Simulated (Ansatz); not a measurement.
Pt: how the free axis answers a strain

Pt, Fm-3m, a = 3.918 Å. Ansatz: PBEsol, PAW, 420 eV, Γ-centred 18×18×14 mesh on 2 atoms, Gaussian smearing 0.10 eV; no spin polarisation. Series: biaxial strain in the a-b plane, c and atoms relaxed; x is the strain in per cent. The axes a, b, c are those of the computed cell (2.770, 2.770, 3.918 Å), along [1 1 0], [-1 1 0], [0 0 1] of the cell named above. y is the change of c in per cent of 3.918 Å.

```tsv
x (%)	y (%)
-3.0	?
-2.0	2.79
-1.0	1.41
0.0	0.00
1.0	-1.46
2.0	-2.90
3.0	-4.39
```

Fit y = c1 x + c2 x² to the other rows, say what c1 measures, and predict the missing y.

Least squares on the rows shown. y = −1.424 x − 0.01350 x². With no stress along c, c1 = −2C12/C11 = -1.424. At −2 the volume would not change at all; a value this near to it means that the crystal resists a change of volume much more than one of shape. At x = -3.0 the fit asked for gives 4.15 %. The run gave 4.19 %, so the fit is 0.04 % too low, 0.47 % of the span of the series, against an rms of 0.01 % on the fitted rows. The row lies outside the fitted range. With a term in x³ added, a fit to the same known rows predicts 4.12 %, further off still.

Spin–orbit coupling is left out, which can shift energies with elements as heavy as these.